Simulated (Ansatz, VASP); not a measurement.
## Zn in VASP and in Ansatz

INCAR

```
  PREC = Accurate
  ENCUT = 520
  EDIFF = 1E-6
  ISMEAR = 0
  SIGMA = 0.1
  LREAL = F
  LASPH = T
  NELM = 100
  ALGO = Normal
  ISIF = 2
  LWAVE = F
  LCHARG = F
  GGA = PS
  NBANDS = 25
```

The input KPOINTS:

```
Automatic mesh
0
Gamma
  18 18 6
```

POSCAR

```
Zn
1.0
    2.2028922360     -1.2552577584      0.0205723035
    2.2028922360      1.2552577584      0.0205723035
   -1.4796922381      0.0000000000      7.1210551018
Zn
3
Direct
   -0.0214913006     -0.0214913006     -0.0167635500
    0.2303584200      0.2303584200      0.6360378388
    0.7911328806      0.7911328806      0.3807257111
```

Input for Ansatz:

```yaml
crystal:
  lattice:
    - [2.202892236, -1.2552577584, 0.0205723035]
    - [2.202892236, 1.2552577584, 0.0205723035]
    - [-1.4796922381, 0.0, 7.1210551018]
  atoms:
    - { symbol: Zn, position: [-0.0214913006, -0.0214913006, -0.01676355] }
    - { symbol: Zn, position: [0.23035842, 0.23035842, 0.6360378388] }
    - { symbol: Zn, position: [0.7911328806, 0.7911328806, 0.3807257111] }
basis:
  ecutwfc: 420
kpoints:
  mp_grid: { grid: [18, 18, 6] }
hamiltonian:
  xc: pbesol
scf:
  occupations: { method: gaussian, width: 0.1 }
output:
  forces: true
  stress: true
  eigenvalues: true
  populations: true
```

Alike in both runs: task single point; functional PBEsol; k mesh 18 × 18 × 6; occupations gaussian, width 0.1 eV; no spin polarisation.

|  | VASP | Ansatz |
| --- | --- | --- |
| version | VASP 6.6.1 | Ansatz 0.2.0 |
| potentials or method | VASP PAW PBE potentials, release 64 (Zn) | scalar-relativistic, plane waves, PAW |
| plane-wave cutoff (eV) | 520 | 420 |
| valence electrons in the cell | 36 | 36 |

Ansatz gave:

- gap on the k mesh at the Fermi level (eV): none
- pressure (GPa): 19.5
- largest component of the traceless stress (GPa): 2.99
- rms of the force components (eV/Å): 1.504

Estimate VASP's values.

gap on the k mesh at the Fermi level (eV): none; pressure (GPa): 20.4; largest component of the traceless stress (GPa): 2.97; rms of the force components (eV/Å): 1.538.

Atom by atom the forces differ by 0.033 eV/Å (rms over components). A gap of «none» marks a metal or a gap that the smearing closes. With one functional, cell and mesh, what is left measures potentials, basis and numerics.

Caveats: so large a pressure means that the cell lies far from this level's equilibrium, or that cutoff or potentials fall short (VASP); the potentials were made for another functional, which shifts forces and pressure (VASP).
